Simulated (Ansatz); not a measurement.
## Notes on Bi

```
Bi
1.0
     0.00000    2.51678    2.51678
     2.51678    0.00000    2.51678
     2.51678    2.51678    0.00000
Bi
1
Direct
  0.00000 0.00000 0.00000
```

Single point in Ansatz 0.2.0 with r2SCAN, no spin polarisation. Cutoff 500 eV, PAW datasets, 12×12×12 Γ-centred k mesh, fermi-dirac filling (width 0.1 eV).

Metal or insulator?

It is a metal, with about 0.74 states/eV a cell as the mean within 0.25 eV of the Fermi level, mostly Bi p (93 %).

Is the cell too large or too small?

The pressure is -1.0 GPa (compression positive), so with the atoms held at these fractions the cell would first shrink.

Describe some of the short contacts.

Bi–Bi at 3.56 Å: least valence density 0.12 e/Å³ and ELF 0.25 there. Both are smooth PAW fields, read partly inside the augmentation spheres.

Origin: a known structure type with other elements, at an estimated volume, so it need not be a known compound.
